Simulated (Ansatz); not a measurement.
The system is CuO.

```xyz
4
Lattice="1.9910 -2.1536 0.0000 1.9910 2.1536 0.0000 0.0000 0.0000 5.1559" Properties=species:S:1:pos:R:3 pbc="T T T"
Cu    0.9955   -1.0768    0.0000
Cu    0.9955    1.0768    2.5780
O     1.9910    0.0000    1.2890
O     1.9910    0.0000    3.8669
```

Measurements of this composition are mostly on another form, of space group No. 15.

| Quantity | Value |
| --- | --- |
| Program | Ansatz 0.2.0 |
| Task | single point |
| Functional | PBE |
| Potentials or basis | Ansatz PAW |
| Cutoff | 420 eV (not typed: the program's choice for these potentials) |
| k mesh | 9 × 9 × 5 |
| Occupations | fermi-dirac, width 0.05 eV |
| Spin | no spin polarisation |

On this cell: pressure 1.4 GPa; largest force under 0.003 eV/Å; band gap on the k mesh none (metal or under the smearing width).

The same run follows on a disturbed copy (atoms moved at random, drawn with an rms of 0.05 Å):

```
Cu O
1.0
     1.99097   -2.15355    0.00000
     1.99097    2.15355    0.00000
     0.00000    0.00000    5.15593
Cu O
2 2
Cartesian
  0.9825 -1.0968 -0.0160
  0.9693 1.0564 2.5449
  1.9939 0.0278 1.2999
  2.0088 -0.0174 3.8223
```

Question: What does the disturbed cell give?

Answer: The energy (extrapolated to zero smearing) moves by +7.5 meV/atom; pressure 1.7 GPa; largest force 0.634 eV/Å; band gap on the k mesh none (metal or under the smearing width).

Forces in eV/Å, atoms in the order of the input:
```
Cu   0.286  0.308 -0.093
Cu   0.195  0.075  0.258
O   -0.182 -0.311 -0.522
O   -0.299 -0.072  0.357
```

Stress tensor (GPa, compression positive):
```
 2.25 -0.90 -0.93
-0.90  1.18  0.39
-0.93  0.39  1.58
```

Caveats: the run has no spin polarisation, though such a crystal can be magnetic; semilocal functionals often make such compounds metallic where correlation or magnetic order opens a gap, which also shifts bond lengths.
